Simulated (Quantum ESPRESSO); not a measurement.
# Na (P6_3/mmc) in Quantum ESPRESSO: further runs, part 2 of 2

Quantum ESPRESSO 7.5.

### Step 4. Relaxation of cell and atoms, PBEsol+D3(BJ)

run.py reads:

```python
import numpy as np
from ase.calculators.espresso import Espresso, EspressoProfile
import spglib
from ase import Atoms
from ase.io import read

atoms = read('Na.cif')
cell, pos, num = spglib.standardize_cell((atoms.cell[:], atoms.get_scaled_positions(), atoms.numbers), to_primitive=True, symprec=1e-4)
atoms = Atoms(numbers=num, cell=cell, scaled_positions=pos, pbc=True)

input_data = {
    'control': {'calculation': 'scf', 'prefix': 'pwscf', 'outdir': './tmp', 'tprnfor': True, 'tstress': True, 'disk_io': 'low'},
    'system': {'ecutwfc': 45.0, 'ecutrho': 360.0, 'nbnd': 26, 'occupations': 'smearing', 'smearing': 'fd', 'degauss': 0.00367493, 'vdw_corr': 'grimme-d3', 'dftd3_version': 4},
    'electrons': {'conv_thr': 8e-10, 'electron_maxstep': 120, 'mixing_beta': 0.5},
}
pseudopotentials = {'Na': 'na_pbesol_v1.5.uspp.F.UPF'}
profile = EspressoProfile(command='mpirun -n 2 pw.x -nk 2', pseudo_dir='pseudo')
dft = Espresso(profile=profile, input_data=input_data, pseudopotentials=pseudopotentials, kpts=(7, 7, 3), koffset=(0, 0, 0))
atoms.calc = dft

from ase.optimize import BFGS
from ase.filters import FrechetCellFilter
done = BFGS(FrechetCellFilter(atoms), trajectory='opt.traj').run(fmax=0.02, steps=30)
print('converged', done)
print('cell (A)', np.round(atoms.cell.cellpar(), 5))
print(f'energy {atoms.get_potential_energy():.8f} eV')
print('forces (eV/A)')
print(np.round(atoms.get_forces(), 6))
print('stress (eV/A^3, Voigt)')
print(np.round(atoms.get_stress(), 8))
print(f'Fermi level {dft.get_fermi_level():.4f} eV')
```

Na.cif reads:

```cif
data_Na
_cell_length_a 3.70038312
_cell_length_b 3.70038312
_cell_length_c 12.53732154
_cell_angle_alpha 90.00000000
_cell_angle_beta 90.00000000
_cell_angle_gamma 120.00000000
_space_group_name_H-M_alt 'P6_3/mmc'
_space_group_name_Hall '-P 6c 2c'
_space_group_IT_number 194
loop_
_space_group_symop_operation_xyz
'x,y,z'
'-x,-y,-z'
'x-y,x,z+1/2'
'-x+y,-x,-z+1/2'
'-y,x-y,z'
'y,-x+y,-z'
'-x,-y,z+1/2'
'x,y,-z+1/2'
'-x+y,-x,z'
'x-y,x,-z'
'y,-x+y,z+1/2'
'-y,x-y,-z+1/2'
'-y,-x,-z+1/2'
'y,x,z+1/2'
'-x,-x+y,-z'
'x,x-y,z'
'-x+y,y,-z+1/2'
'x-y,-y,z+1/2'
'y,x,-z'
'-y,-x,z'
'x,x-y,-z+1/2'
'-x,-x+y,z+1/2'
'x-y,-y,-z'
'-x+y,y,z'
loop_
_atom_site_label
_atom_site_type_symbol
_atom_site_symmetry_multiplicity
_atom_site_Wyckoff_symbol
_atom_site_fract_x
_atom_site_fract_y
_atom_site_fract_z
_atom_site_occupancy
Na1 Na 2 c 0.6666666667 0.3333333333 0.7500000000 1
Na2 Na 2 a 0.0000000000 0.0000000000 0.5000000000 1
```

The run is started by

```
$ OMP_NUM_THREADS=1 python run.py
```

Wall time 90 s (2 MPI ranks of Intel Xeon Platinum 8259CL at 2.50GHz (Skylake/Cascade Lake), shared host); peak memory 0.44 GiB.

Results (log left out):

- Free energy: -5179.7953 eV
- Relaxed volume: 33.15 Å³/atom
- Relaxed cell: a = 3.573 Å, b = 3.573 Å, c = 11.991 Å, α = 90.00°, β = 90.00°, γ = 120.00°
- Space group after relaxing (to 0.05 Å): P6_3/mmc (No. 194)
- Energy gained by relaxing: 11.2 meV/atom
- Ionic steps: 4
- Pressure after relaxing: 0.0 GPa
- Band gap on the k mesh: none (metal or under the smearing width)

Step by step:
```
step  energy change (eV)  largest force (eV/Å)  pressure (GPa)  volume (Å³)
   1              0.0000                0.0000           -0.86       148.67
   2             -0.0016                0.0000           -0.85       148.36
   3             -0.0433                0.0000            0.14       130.48
   4             -0.0446                0.0000           -0.01       132.60
```

Final structure:
```
Na
1.0
     3.57335    0.00000    0.00000
    -1.78667    3.09461    0.00000
     0.00000    0.00000   11.99074
Na
4
Direct
  0.66667 0.33333 0.75000
  0.33333 0.66667 0.25000
  0.00000 0.00000 0.50000
  0.00000 0.00000 0.00000
```

Levels at points of the mesh, in eV from the Fermi level:
```
           k point  band 15  band 16  band 17  band 18  band 19  band 20  band 21  band 22  band 23  band 24
(0.00, 0.00, 0.00)   -24.63   -24.63    -3.41    -2.34    -2.34     0.53     1.02     5.70     5.70    10.99
```

Caveat: pairwise dispersion overbinds metals, which lowers pressure and volume.

### Step 5. Relaxation of cell and atoms, PBEsol+rVV10

Edit run.py of step 4 so:

```diff
@@ -12,3 +12,3 @@
     'control': {'calculation': 'scf', 'prefix': 'pwscf', 'outdir': './tmp', 'tprnfor': True, 'tstress': True, 'disk_io': 'low'},
-    'system': {'ecutwfc': 45.0, 'ecutrho': 360.0, 'nbnd': 26, 'occupations': 'smearing', 'smearing': 'fd', 'degauss': 0.00367493, 'vdw_corr': 'grimme-d3', 'dftd3_version': 4},
+    'system': {'ecutwfc': 45.0, 'ecutrho': 360.0, 'nbnd': 26, 'input_dft': 'sla+pw+psx+psc+vv10', 'occupations': 'smearing', 'smearing': 'fd', 'degauss': 0.00367493},
     'electrons': {'conv_thr': 8e-10, 'electron_maxstep': 120, 'mixing_beta': 0.5},
```

Na.cif is that of step 4.

The run is started by

```
$ OMP_NUM_THREADS=1 python run.py
```

It took 2 min on 2 MPI ranks of Intel Xeon Platinum 8259CL at 2.50GHz (Skylake/Cascade Lake), shared host; peak memory 0.62 GiB.

It converged, with:

```yaml
Free_energy: -5175.7582 eV
Relaxed_volume: 34.97 Å³/atom
Relaxed_cell: a = 3.639 Å, b = 3.639 Å, c = 12.197 Å, α = 90.00°, β = 90.00°, γ = 120.00°
Space_group_after_relaxing_to_0.05_Å: P6_3/mmc (No. 194)
Energy_gained_by_relaxing: 2.3 meV/atom
Ionic_steps: 3
Pressure_after_relaxing: 0.1 GPa
Band_gap_on_the_k_mesh: none (metal or under the smearing width)
```

The path:
```csv
step,energy change (eV),largest force (eV/Å),pressure (GPa),volume (Å³)
1,0.0000,0.0000,-0.42,148.67
2,-0.0004,0.0000,-0.42,148.52
3,-0.0091,0.0000,0.05,139.87
```

Final structure:
```
Na
1.0
     3.63885    0.00000    0.00000
    -1.81943    3.15134    0.00000
     0.00000    0.00000   12.19735
Na
4
Direct
  0.66667 0.33333 0.75000
  0.33333 0.66667 0.25000
  0.00000 0.00000 0.50000
  0.00000 0.00000 0.00000
```

Levels at points of the mesh, in eV from the Fermi level:
```csv
k point,band 15,band 16,band 17,band 18,band 19,band 20,band 21,band 22,band 23,band 24
"(0.00, 0.00, 0.00)",-24.56,-24.55,-3.30,-2.26,-2.26,0.53,0.97,5.53,5.53,10.66
```

Caveat: rVV10's parameter b was fitted to another functional; pairwise dispersion overbinds metals, which lowers pressure and volume.

### Step 6. Relaxation of cell and atoms, PBEsol+D4

Edit run.py of step 5 so:

```diff
@@ -12,3 +12,3 @@
     'control': {'calculation': 'scf', 'prefix': 'pwscf', 'outdir': './tmp', 'tprnfor': True, 'tstress': True, 'disk_io': 'low'},
-    'system': {'ecutwfc': 45.0, 'ecutrho': 360.0, 'nbnd': 26, 'input_dft': 'sla+pw+psx+psc+vv10', 'occupations': 'smearing', 'smearing': 'fd', 'degauss': 0.00367493},
+    'system': {'ecutwfc': 45.0, 'ecutrho': 360.0, 'nbnd': 26, 'occupations': 'smearing', 'smearing': 'fd', 'degauss': 0.00367493},
     'electrons': {'conv_thr': 8e-10, 'electron_maxstep': 120, 'mixing_beta': 0.5},
@@ -18,3 +18,6 @@
 dft = Espresso(profile=profile, input_data=input_data, pseudopotentials=pseudopotentials, kpts=(7, 7, 3), koffset=(0, 0, 0))
-atoms.calc = dft
+from ase.calculators.mixing import SumCalculator
+from dftd4.ase import DFTD4
+d4 = DFTD4(method='pbesol')
+atoms.calc = SumCalculator([dft, d4])
 
@@ -31 +34,3 @@
 print(f'Fermi level {dft.get_fermi_level():.4f} eV')
+print(f'D4 part {d4.get_potential_energy(atoms):.8f} eV')
+atoms.write('final.traj')
```

Na.cif is that of step 5.

Potentials or basis: GBRV 1.5 PBEsol.

The run is started by

```
$ OMP_NUM_THREADS=1 python run.py
```

Output:

```text
Step          Energy          fmax
BFGS:    0    -5179.188227        0.091431
BFGS:    1    -5179.188359        0.090533
BFGS:    2    -5179.177676        0.149261
BFGS:    3    -5179.191656        0.003768
converged True
cell (A) [  3.67305   3.67305  12.32308  90.       90.      120.     ]
energy -5179.19165635 eV
forces (eV/A)
[[-0.  0.  0.]
 [ 0. -0.  0.]
 [-0. -0.  0.]
 [-0. -0. -0.]]
stress (eV/A^3, Voigt)
[-1.4820e-05 -1.4820e-05  1.0467e-04  0.0000e+00 -0.0000e+00  0.0000e+00]
Fermi level 1.5941 eV
D4 part -0.03233049 eV
```

espresso.pwi:

```text
&CONTROL
   calculation      = 'scf'
   tstress          = .true.
   tprnfor          = .true.
   outdir           = './tmp'
   prefix           = 'pwscf'
   disk_io          = 'low'
   pseudo_dir       = 'pseudo'
/
&SYSTEM
   nbnd             = 26
   ecutwfc          = 45.0
   ecutrho          = 360.0
   occupations      = 'smearing'
   degauss          = 0.00367493
   smearing         = 'fd'
   ntyp             = 1
   nat              = 4
   ibrav            = 0
/
&ELECTRONS
   electron_maxstep = 120
   conv_thr         = 8e-10
   mixing_beta      = 0.5
/
&IONS
/
&CELL
/
&FCP
/
&RISM
/
ATOMIC_SPECIES
Na 22.98976928 na_pbesol_v1.5.uspp.F.UPF

K_POINTS automatic
7 7 3  0 0 0

CELL_PARAMETERS angstrom
3.67305149701232 0.00000000000000 0.00000000000000
-1.83652574850617 3.18095590582098 -0.00000000000000
0.00000000000000 -0.00000000000000 12.32308284394730

ATOMIC_POSITIONS angstrom
Na 1.8365257485 1.0603186353 9.2423121330  
Na 0.0000000000 2.1206372705 3.0807707110  
Na -0.0000000000 -0.0000000000 6.1615414220  
Na -0.0000000000 0.0000000000 -0.0000000000
```

espresso.pwo:

```text
This program is part of the open-source Quantum ESPRESSO suite
     for quantum simulation of materials; please cite
         "P. Giannozzi et al., J. Phys.:Condens. Matter 21 395502 (2009);
         "P. Giannozzi et al., J. Phys.:Condens. Matter 29 465901 (2017);
         "P. Giannozzi et al., J. Chem. Phys. 152 154105 (2020);
     in publications or presentations arising from this work. More details at

Warning: card &CELL ignored
Warning: card &FCP ignored
Warning: card &RISM ignored

     Message from routine setup:
[... 7 lines left out ...]
     --------------------
     sticks:   dense  smooth     PW     G-vecs:    dense   smooth      PW
     Sum        1189     595    169               112089    39585    6149

     Using Slab Decomposition

     bravais-lattice index     =            0
     lattice parameter (alat)  =       6.9411  a.u.
     unit-cell volume          =     971.6294 (a.u.)^3
     number of atoms/cell      =            4
     number of atomic types    =            1
     number of electrons       =        36.00
     number of Kohn-Sham states=           26
     kinetic-energy cutoff     =      45.0000  Ry
     charge density cutoff     =     360.0000  Ry
     scf convergence threshold =      8.0E-10
     mixing beta               =       0.5000
     number of iterations used =            8  plain     mixing
     Exchange-correlation= SLA  PW   PSX  PSC
                           (   1   4  10   8   0   0   0)

[... 72 lines left out ...]

     Threshold (ethr) on eigenvalues was too large:
     Diagonalizing with lowered threshold

     Davidson diagonalization with overlap
     c_bands:  1 eigenvalues not converged
     c_bands:  2 eigenvalues not converged
     ethr =  1.04E-05,  avg # of iterations =  9.9

     total energy              =    -380.66121272 Ry
     estimated scf accuracy    <       0.00369871 Ry

     iteration #  2     ecut=    45.00 Ry     beta= 0.50
     Davidson diagonalization with overlap
     ethr =  1.03E-05,  avg # of iterations =  2.1
[... 25 lines left out ...]
     iteration #  6     ecut=    45.00 Ry     beta= 0.50
     Davidson diagonalization with overlap
     ethr =  2.09E-10,  avg # of iterations =  2.0

     End of self-consistent calculation

          k = 0.0000 0.0000 0.0000 (  4963 PWs)   bands (ev):

   -51.0338 -51.0330 -51.0328 -51.0319 -23.1384 -23.1204 -23.1201 -23.1076
   -23.1076 -23.1053 -23.1053 -23.1052 -23.1052 -23.1030 -23.1030 -23.1020
    -1.6462  -0.6323  -0.6322   2.1179   2.5292   7.0163   7.0193  12.0948
    12.0952  12.3150
[... 101 lines left out ...]
   -51.0313 -51.0313 -51.0310 -51.0310 -23.1351 -23.1342 -23.1340 -23.1317
   -23.1262 -23.1254 -23.1227 -23.1214 -23.1153 -23.1130 -23.1103 -23.1099
     2.0862   2.3978   3.5582   3.9947   4.0473   4.3013   4.6458   4.7975
     5.7617   5.9243

     the Fermi energy is     1.5941 ev

!    total energy              =    -380.66122263 Ry
     estimated scf accuracy    <          5.3E-10 Ry
     smearing contrib. (-TS)   =      -0.00076534 Ry
     internal energy E=F+TS    =    -380.66045729 Ry

     The total energy is F=E-TS. E is the sum of the following terms:
     one-electron contribution =    -351.74551645 Ry
     hartree contribution      =     177.30568046 Ry
     xc contribution           =     -56.25673610 Ry
     ewald contribution        =    -149.96388520 Ry

     convergence has been achieved in   6 iterations

     Forces acting on atoms (cartesian axes, Ry/au):

     atom    1 type  1   force =     0.00000000   -0.00000000    0.00000000
     atom    2 type  1   force =     0.00000000   -0.00000000    0.00000000
     atom    3 type  1   force =     0.00000000    0.00000000    0.00000000
     atom    4 type  1   force =     0.00000000   -0.00000000    0.00000000

     Total force =     0.000000     Total SCF correction =     0.000000

     Computing stress (Cartesian axis) and pressure

          total   stress  (Ry/bohr**3)                   (kbar)     P=        0.33
   0.00000270   0.00000000   0.00000000            0.40        0.00        0.00
   0.00000000   0.00000270   0.00000000            0.00        0.40        0.00
   0.00000000   0.00000000   0.00000138            0.00        0.00        0.20

=------------------------------------------------------------------------------=
   JOB DONE.
=------------------------------------------------------------------------------=
```

It took 1.7 min on 2 MPI ranks of Intel Xeon Platinum 8259CL at 2.50GHz (Skylake/Cascade Lake), shared host; peak memory 0.44 GiB.

What came out:

| Quantity | Value |
| --- | --- |
| Free energy | -5179.1921 eV |
| Relaxed volume | 36.00 Å³/atom |
| Relaxed cell | a = 3.673 Å, b = 3.673 Å, c = 12.323 Å, α = 90.00°, β = 90.00°, γ = 120.00° |
| Space group after relaxing (to 0.05 Å) | P6_3/mmc (No. 194) |
| Energy gained by relaxing | 0.9 meV/atom |
| Ionic steps | 4 |
| Pressure after relaxing | 0.0 GPa |
| Band gap on the k mesh | none (metal or under the smearing width) |
| Dispersion energy per atom | -0.008 eV |

The path:
```csv
step,energy change (eV),largest force (eV/Å),pressure (GPa),volume (Å³)
1,0.0000,0.0000,-0.24,148.67
2,-0.0001,0.0000,-0.24,148.58
3,0.0106,0.0000,0.47,136.40
4,-0.0034,0.0000,0.00,143.98
```

Final structure:
```xyz
4
Lattice="3.6731 0.0000 0.0000 -1.8365 3.1810 0.0000 0.0000 0.0000 12.3231" Properties=species:S:1:pos:R:3 pbc="T T T"
Na    1.8365    1.0603    9.2423
Na    0.0000    2.1206    3.0808
Na    0.0000    0.0000    6.1615
Na    0.0000    0.0000    0.0000
```

Levels at points of the mesh, in eV from the Fermi level:
```tsv
k point	band 15	band 16	band 17	band 18	band 19	band 20	band 21	band 22	band 23	band 24
(0.00, 0.00, 0.00)	-24.70	-24.70	-3.24	-2.23	-2.23	0.52	0.94	5.42	5.43	10.50
```

Caveat: pairwise dispersion overbinds metals, which lowers pressure and volume.

### Step 7. Overview

| level | ASE optimiser | rVV10 parameter b | dispersion computed by | gap on the mesh (eV) | pressure (GPa) | relaxed volume (Å³/atom) |
| --- | --- | --- | --- | --- | --- | --- |
| PBEsol | LBFGS | - | - | none | 0.0 | 36.27 |
| PBEsol+D3 | FIRE | - | - | none | 0.0 | 36.43 |
| PBEsol+D3(BJ) | BFGS | - | - | none | 0.0 | 33.15 |
| PBEsol+rVV10 | BFGS | 6.3 | - | none | 0.1 | 34.97 |
| PBEsol+D4 | BFGS | - | dftd4 4.3.1 through ASE | none | 0.0 | 36.00 |

Alike in all rows: task relaxation of cell and atoms; potentials or basis GBRV 1.5 PBEsol; no spin polarisation; cell relaxed; k mesh 7 × 7 × 3; cutoff (eV) 612; smearing fermi-dirac 0.05 eV.

Caveats: pairwise dispersion overbinds metals, which lowers pressure and volume (some runs); rVV10's parameter b was fitted to another functional (some runs).

Total energies depend on the potentials used, so only differences within one code and one set of settings carry meaning.
